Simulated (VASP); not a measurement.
# C (I4_132) in VASP: further runs

Runs on C. Level: PBE. Tasks: single point, relaxation of cell and atoms.

Program: VASP 6.6.1. These are calculated values, not measurements. Logs are shortened: lines on timing, memory, paths and dates and some standing lists are left out, and cuts for length are marked.

## (1) The structure

Symmetry: I4_132, No. 214, cubic system. The conventional cell has a = 4.900 Å, b = 4.900 Å, c = 4.900 Å, α = 90.00°, β = 90.00°, γ = 90.00°. C (site symmetry 222) is surrounded by 4 C at 1.50 Å.

The cell was built by a generator and needn't be a form met in nature.

## (2) Single point, PBE

Input file INCAR:

```
ALGO     = Normal         # electronic algorithm
EDIFF    = 1E-6           # SCF threshold, eV
ENCUT    = 520            # plane-wave cutoff, eV
GGA      = PE             # functional
ISIF     = 2              # what is computed and relaxed
ISMEAR   = 0              # smearing method
LASPH    = T              # aspherical terms in the spheres
LCHARG   = F              # write CHGCAR
LREAL    = F              # projectors in reciprocal space
LWAVE    = F              # write WAVECAR
NBANDS   = 21             # bands
NELM     = 100            # most SCF steps
PREC     = Accurate       # precision mode
SIGMA    = 0.1            # smearing width, eV
```

Input file KPOINTS:

```
k-points
0
Gamma
  12 12 12
```

Input file POSCAR:

```
C
1.0
   -2.4498551675      2.4498551675      2.4498551675
    2.4498551675     -2.4498551675      2.4498551675
    2.4498551675      2.4498551675     -2.4498551675
C
6
Direct
    0.6250000000      0.2500000000      0.8750000000
    0.8750000000      0.6250000000      0.2500000000
    0.7500000000      0.6250000000      0.8750000000
    0.2500000000      0.8750000000      0.6250000000
    0.8750000000      0.7500000000      0.6250000000
    0.6250000000      0.8750000000      0.7500000000
```

Potentials or basis: VASP PAW PBE potentials, release 64 (C).

Launch:

```
$ cat potpaw_PBE.64/C/POTCAR > POTCAR
$ mpirun -np 1 vasp_std > vasp.out
```

OUTCAR:

```text
EDIFF = 1E-6
   ENCUT = 520
   GGA = PE
   ISIF = 2
   ISMEAR = 0
   LASPH = T
   LREAL = F
   NELM = 100
   PREC = Accurate

 ion  position               nearest neighbor table
   1  0.625  0.250  0.875-   2 1.50   3 1.50   4 1.50   6 1.50
   2  0.875  0.625  0.250-   1 1.50   3 1.50   4 1.50   5 1.50
   3  0.750  0.625  0.875-   1 1.50   2 1.50   5 1.50   6 1.50
   4  0.250  0.875  0.625-   1 1.50   2 1.50   5 1.50   6 1.50
   5  0.875  0.750  0.625-   2 1.50   3 1.50   4 1.50   6 1.50
   6  0.625  0.875  0.750-   1 1.50   3 1.50   4 1.50   5 1.50

  LATTYP: Found a body centered cubic cell.
 ALAT       =     4.8997103350

  Lattice vectors:

 A1 = (  -2.4498551675,   2.4498551675,   2.4498551675)
 A2 = (   2.4498551675,  -2.4498551675,   2.4498551675)
 A3 = (   2.4498551675,   2.4498551675,  -2.4498551675)

Analysis of symmetry for initial positions (statically):
=====================================================================
 Subroutine PRICEL returns:
 Original cell was already a primitive cell.

 Routine SETGRP: Setting up the symmetry group for a
 body centered cubic supercell.

 Subroutine GETGRP returns: Found 24 space group operations
 (whereof  3 operations were pure point group operations)
 out of a pool of 48 trial point group operations.

The static configuration has the point symmetry C_3 .
 The point group associated with its full space group is O   .

Analysis of symmetry for dynamics (positions and initial velocities):
=====================================================================
 Subroutine PRICEL returns:
 Original cell was already a primitive cell.

 Routine SETGRP: Setting up the symmetry group for a
 body centered cubic supercell.

 Subroutine GETGRP returns: Found 24 space group operations
 (whereof  3 operations were pure point group operations)
 out of a pool of 48 trial point group operations.

The dynamic configuration has the point symmetry C_3 .
 The point group associated with its full space group is O   .

 Subroutine INISYM returns: Found 24 space group operations
 (whereof  3 operations are pure point group operations),
 and found     1 'primitive' translations

----------------------------------------------------------------------------------------

                                     Primitive cell

  volume of cell :      58.8141

  direct lattice vectors                    reciprocal lattice vectors
    -2.449855167  2.449855167  2.449855167     0.000000000  0.204093698  0.204093698
     2.449855167 -2.449855167  2.449855167     0.204093698  0.000000000  0.204093698
     2.449855167  2.449855167 -2.449855167     0.204093698  0.204093698  0.000000000

  length of vectors
     4.243273621  4.243273621  4.243273621     0.288632075  0.288632075  0.288632075

  position of ions in fractional coordinates (direct lattice)
     0.625000000  0.250000000  0.875000000
     0.875000000  0.625000000  0.250000000
     0.750000000  0.625000000  0.875000000
     0.250000000  0.875000000  0.625000000
     0.875000000  0.750000000  0.625000000
     0.625000000  0.875000000  0.750000000

  ion indices of the primitive-cell ions
   primitive index   ion index
                 1           1
                 2           2
                 3           3
                 4           4
                 5           5
                 6           6

----------------------------------------------------------------------------------------

 KPOINTS: k-points

Automatic generation of k-mesh.
 Grid dimensions read from file:
 generate k-points for:   12   12   12

 Generating k-lattice:

  Cartesian coordinates                     Fractional coordinates (reciprocal lattice)
     0.000000000  0.017007808  0.017007808     0.083333333  0.000000000  0.000000000
     0.017007808  0.000000000  0.017007808     0.000000000  0.083333333  0.000000000
     0.017007808  0.017007808  0.000000000     0.000000000  0.000000000  0.083333333

  Length of vectors
     0.024052673  0.024052673  0.024052673

  Shift w.r.t. Gamma in fractional coordinates (k-lattice)
     0.000000000  0.000000000  0.000000000

 Subroutine IBZKPT returns following result:
 ===========================================

 Found     72 irreducible k-points:

 Following reciprocal coordinates:
            Coordinates               Weight
  0.000000  0.000000  0.000000      1.000000
  0.083333  0.000000  0.000000     12.000000
  0.166667  0.000000  0.000000     12.000000
  0.250000  0.000000  0.000000     12.000000
  0.333333  0.000000  0.000000     12.000000
  0.416667  0.000000  0.000000     12.000000
[... 16 lines left out ...]
  0.333333  0.083333  0.083333     24.000000
  0.416667  0.083333  0.083333     12.000000
 [... further k-points ...]
   k-points           NKPTS =     72   k-points in BZ     NKDIM =     72   number of bands    NBANDS=     21
   number of dos      NEDOS =    301   number of ions     NIONS =      6
   total plane-waves  NPLWV =  32768
   dimension x,y,z NGX =    32 NGY =   32 NGZ =   32
   dimension x,y,z NGXF=    64 NGYF=   64 NGZF=   64
   ions per type =               6
   NGX,Y,Z   is equivalent  to a cutoff of  12.54, 12.54, 12.54 a.u.
   NGXF,Y,Z  is equivalent  to a cutoff of  25.07, 25.07, 25.07 a.u.
 SYSTEM =  unknown system
   PREC   = accura    normal or accurate (medium, high low for compatibility)
   ISTART =      0    job   : 0-new  1-cont  2-samecut
   ICHARG =      2    charge: 1-file 2-atom 10-const
   ISPIN  =      1    spin polarized calculation?
   LNONCOLLINEAR =      F non collinear calculations
   LSORBIT =      F    spin-orbit coupling
   LASPH  =      T    aspherical Exc in radial PAW
   ENCUT  =  520.0 eV  38.22 Ry    6.18 a.u.   7.89  7.89  7.89*2*pi/ulx,y,z
   NELM   =    100;   NELMIN=  2; NELMDL= -5     # of ELM steps
   EDIFF  = 0.1E-05   stopping-criterion for ELM
   LREAL  =      F    real-space projection
[... 7 lines left out ...]
   TEBEG  =    0.0;   TEEND  =   0.0 temperature during run
   PSTRESS=    0.0 pullay stress
   NELECT =      24.0000    total number of electrons
   NUPDOWN=      -1.0000    fix difference up-down
   EMIN   =  10.00;   EMAX   =-10.00  energy-range for DOS
   EFERMI =   0.00;   METHOD = LEGACY
   ISMEAR =     0;   SIGMA  =   0.10  broadening in eV -4-tet -1-fermi 0-gaus
   EFERMI_NEDOS =   21; number of points for ismear=-14 and -15
   IALGO  =     38    algorithm
   IMIX   =      4    mixing-type and parameters
     AMIX     =   0.40;   BMIX     =  1.00
     AMIX_MAG =   1.60;   BMIX_MAG =  1.00
  volume/ion in A,a.u.               =       9.80        66.15
  Fermi-wavevector in a.u.,A,eV,Ry     =   1.214278  2.294653 20.061401  1.474471
  Thomas-Fermi vector in A             =   2.349703
   LORBIT       =      0    0 simple, 1 ext, 2 COOP (PROOUT), +10 PAW based schemes
   GGA     = PE    functional components
   LHFCALC =     F    Hartree Fock is set to
   AEXX    =    0.0000 exact exchange contribution
   IVDW    =     0    specifies the selected vdW correction
   LEPSILON=     F    determine dielectric tensor
   LRPA    =     F    only Hartree local field effects (RPA)
 non-spin polarized calculation
 Gauss-broadening in eV      SIGMA  =   0.10
  energy-cutoff  :      520.00
  volume of cell :       58.81
 maximum number of plane-waves:      1605
   NGX = 15   NGY = 15   NGZ = 15

 number of electron      23.9999997 magnetization

 Free energy of the ion-electron system (eV)
  ---------------------------------------------------
  ext. energy  EPLUGINS =         0.00000000
  ---------------------------------------------------
  free energy    TOTEN  =       -46.37813645 eV

  energy without entropy =      -46.37540058  energy(sigma->0) =      -46.37676851

 E-fermi :   4.0497     XC(G=0):  -9.4950

 val. band max:        4.0226134992   @ k =   0.5000   0.5000   0.3333
 cond. band min:       4.0946903075   @ k =  -0.4167  -0.4167   0.2500
 fundamental gap:      0.0720768083
 Fermi energy:         4.0496690432

 k-point     1 :       0.0000    0.0000    0.0000
  band No.  band energies     occupation
      1     -16.4308      2.00000
      2     -11.6058      2.00000
      3     -11.6058      2.00000
      4     -11.6058      2.00000
      5      -4.0394      2.00000
      6      -4.0394      2.00000
[... 13 lines left out ...]
     20      14.0613      0.00000
     21      14.6313      0.00000

 k-point     2 :       0.0833    0.0000    0.0000
  band No.  band energies     occupation
      1     -16.3914      2.00000
      2     -12.0989      2.00000
      3     -11.6168      2.00000
      4     -11.1602      2.00000
      5      -4.1764      2.00000
      6      -4.0533      2.00000
[... 13 lines left out ...]
     20      14.1685      0.00000
     21      14.3836      0.00000

 k-point     3 :       0.1667    0.0000    0.0000
  band No.  band energies     occupation
      1     -16.2755      2.00000
      2     -12.6165      2.00000
      3     -11.6466      2.00000
      4     -10.7809      2.00000
      5      -4.4058      2.00000
      6      -4.1160      2.00000
[... 13 lines left out ...]
     20      14.4445      0.00000
     21      14.6440      0.00000
[... 457 lines left out ...]
 k-point    23 :       0.3333    0.0833    0.0833
  band No.  band energies     occupation
      1     -15.5575      2.00000
      2     -14.1275      2.00000
      3     -11.6332      2.00000
      4     -10.2498      2.00000
      5      -4.7536      2.00000
      6      -4.4481      2.00000
[... 13 lines left out ...]
     20      14.4457      0.00000
     21      14.9629      0.00000

 k-point    24 :       0.4167    0.0833    0.0833
  band No.  band energies     occupation
      1     -15.4409      2.00000
      2     -14.2879      2.00000
      3     -11.6437      2.00000
      4     -10.2174      2.00000
      5      -4.7255      2.00000
      6      -4.5541      2.00000
[... 13 lines left out ...]
     20      14.4328      0.00000
     21      14.6715      0.00000

 [... further k-points ...]

------------------------ aborting loop because EDIFF is reached ----------------------------------------

  FORCE on cell =-STRESS in cart. coord.  units (eV):
  Direction    XX          YY          ZZ          XY          YZ          ZX
  --------------------------------------------------------------------------------------
  -------------------------------------------------------------------------------------
  Total        0.0831392      0.0831392      0.0831392      0.0000000     -0.0000000      0.0000000
  in kB        2.2648272      2.2648272      2.2648272      0.0000000     -0.0000000      0.0000000
  external PRESSURE =       2.2648272 kB  Pullay stress =       0.0000000 kB

 VOLUME and BASIS-vectors are now :
 -----------------------------------------------------------------------------
  energy-cutoff  :      520.00
  volume of cell :       58.81
      direct lattice vectors                 reciprocal lattice vectors
    -2.449855167  2.449855167  2.449855167     0.000000000  0.204093698  0.204093698
     2.449855167 -2.449855167  2.449855167     0.204093698  0.000000000  0.204093698
     2.449855167  2.449855167 -2.449855167     0.204093698  0.204093698  0.000000000

 POSITION                                       TOTAL-FORCE (eV/Angst)
 -----------------------------------------------------------------------------------
      1.22493      3.06232      0.00000         0.000000      0.000000     -0.000000
      0.00000      1.22493      3.06232        -0.000000      0.000000     -0.000000
      1.83739      2.44986      1.22493        -0.000000      0.000000      0.000000
      3.06232      0.00000      1.22493        -0.000000     -0.000000      0.000000
      1.22493      1.83739      2.44986        -0.000000      0.000000      0.000000
      2.44986      1.22493      1.83739         0.000000     -0.000000     -0.000000
 -----------------------------------------------------------------------------------
    total drift:                                0.000000     -0.000000      0.000000

  FREE ENERGIE OF THE ION-ELECTRON SYSTEM (eV)
  ---------------------------------------------------
  free  energy   TOTEN  =       -46.3781364520 eV

  energy  without entropy=      -46.3754005778  energy(sigma->0) =      -46.37676851
```

Wall time 59 s (1 thread of Intel Xeon 6975P-C (Granite Rapids), shared host); peak memory 0.2 GiB.

What came out:

* Free energy: -46.3781 eV
* Pressure: 0.2 GPa
* Band gap on the k mesh: none (metal or under the smearing width)

Levels at points of the mesh, in eV from the Fermi level:
| k point | band 10 | band 11 | band 12 | band 13 | band 14 | band 15 |
| --- | --- | --- | --- | --- | --- | --- |
| (0.00, 0.00, 0.00) | -2.77 | -2.77 | -2.77 | 3.75 | 4.14 | 7.04 |
| (0.50, 0.00, 0.00) | -3.85 | -3.70 | -0.85 | 0.64 | 4.12 | 7.00 |
| (0.50, 0.50, 0.50) | -4.41 | -2.17 | 0.77 | 0.77 | 3.80 | 3.80 |

## (3) Relaxation of cell and atoms, PBE

Input file INCAR:

```
SYSTEM = C
PREC     = Accurate       ! precision mode
ENCUT    = 600            ! plane-wave cutoff, eV
EDIFF    = 1E-6           ! SCF threshold, eV
ISMEAR   = 0              ! smearing method
SIGMA    = 0.1            ! smearing width, eV
LREAL    = .FALSE.        ! projectors in reciprocal space
LASPH    = .TRUE.         ! aspherical terms in the spheres
NELM     = 80             ! most SCF steps
ALGO     = Normal         ! electronic algorithm
ISIF     = 3              ! what is computed and relaxed
LWAVE    = .FALSE.        ! write WAVECAR
LCHARG   = .FALSE.        ! write CHGCAR
GGA      = PE             ! functional
IBRION   = 2              ! ionic algorithm
NSW      = 100            ! ionic steps
EDIFFG   = -0.01          ! ionic threshold
```

Input file KPOINTS:

```
regular mesh
0
G
  12 12 12
  0 0 0
```

Changes to POSCAR since step 2:

```diff
@@ -2,5 +2,5 @@
 1.0
-   -2.4498551675      2.4498551675      2.4498551675
-    2.4498551675     -2.4498551675      2.4498551675
-    2.4498551675      2.4498551675     -2.4498551675
+   -2.4500546151      2.4500546151      2.4500546151
+    2.4500546151     -2.4500546151      2.4500546151
+    2.4500546151      2.4500546151     -2.4500546151
 C
```

Potentials or basis: VASP PAW PBE potentials, release 64 (C).

Launch:

```
$ cat potpaw_PBE.64/C/POTCAR > POTCAR
$ mpirun -np 1 vasp_std > vasp.out
```

It took 75 s on 1 thread of Intel Xeon 6975P-C (Granite Rapids), shared host; peak memory 0.22 GiB.

It converged, with:

| Item | Value |
| --- | --- |
| Free energy | -46.3916 eV |
| Relaxed volume | 9.79 Å³/atom |
| Relaxed cell | a = 4.241 Å, b = 4.241 Å, c = 4.241 Å, α = 109.47°, β = 109.47°, γ = 109.47° |
| Space group after relaxing (to 0.05 Å) | I4_132 (No. 214) |
| Energy gained by relaxing | 0.0 meV/atom |
| Ionic steps | 2 |
| Pressure after relaxing | 0.2 GPa |
| Band gap on the k mesh | none (metal or under the smearing width) |

Final structure:
```yaml
crystal:
  lattice:
    - [-2.44874, 2.44874, 2.44874]
    - [2.44874, -2.44874, 2.44874]
    - [2.44874, 2.44874, -2.44874]
  atoms:
    - { symbol: C, position: [0.62500, 0.25000, 0.87500] }
    - { symbol: C, position: [0.87500, 0.62500, 0.25000] }
    - { symbol: C, position: [0.75000, 0.62500, 0.87500] }
    - { symbol: C, position: [0.25000, 0.87500, 0.62500] }
    - { symbol: C, position: [0.87500, 0.75000, 0.62500] }
    - { symbol: C, position: [0.62500, 0.87500, 0.75000] }
```

Levels at points of the mesh, in eV from the Fermi level:
```csv
k point,band 8,band 9,band 10,band 11,band 12,band 13,band 14,band 15,band 16
"(0.00, 0.00, 0.00)",-7.07,-7.07,-2.78,-2.78,-2.78,3.75,4.14,7.05,7.05
"(0.50, 0.00, 0.00)",-6.48,-3.88,-3.85,-3.70,-0.85,0.64,4.13,7.00,7.55
"(0.50, 0.50, 0.50)",-4.42,-4.42,-4.42,-2.18,0.77,0.77,3.81,3.81,3.81
```
